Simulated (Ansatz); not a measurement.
# Al2Au in Ansatz: the effect of target pressure

Al2Au:

```
CELL_PARAMETERS angstrom
0.00000 3.00000 3.00000
3.00000 0.00000 3.00000
3.00000 3.00000 0.00000
ATOMIC_POSITIONS crystal
Au 0.00000 0.00000 0.00000
Al 0.75000 0.75000 0.75000
Al 0.25000 0.25000 0.25000
```

Alike in all runs:

| Item | Value |
| --- | --- |
| Program | Ansatz 0.2.0 |
| Task | relaxation of cell and atoms |
| Functional | PBEsol |
| Potentials or basis | Ansatz PAW |
| Cutoff | 420 eV (not typed: the program's choice for these potentials) |
| k mesh | 8 × 8 × 8 |
| Occupations | fermi-dirac, width 0.05 eV |
| Spin | no spin polarisation |

Each run relaxes the cell or the atoms first.

| target pressure | relaxed volume (Å³/atom) |
| --- | --- |
| 0 GPa | ? |
| 2 GPa | 17.71 |
| 5 GPa | 17.31 |
| 10 GPa | 16.74 |
| 20 GPa | 15.83 |
| 30 GPa | 15.14 |

What does the run with target pressure 0 GPa give?

Relaxed volume 18.01 Å³/atom.

Worked out: In Murnaghan's law V^(-B') rises as a straight line in P. The other rows fit best with B' = 4.3, V0 = 18.01 Å³/atom and B0 = 116 GPa, which gives 18.01 Å³/atom at 0 GPa, against the run's 18.01.

Caveats: the plane-wave basis is chosen anew once the cell has moved, so the energies of steps on either side of that aren't comparable; the PAW data sets come from PBE, with cores solved anew for the run's functional, which leaves a small shift of forces and pressure; the volume moved by over 15 % at a fixed basis, so the end points are rough (some runs).
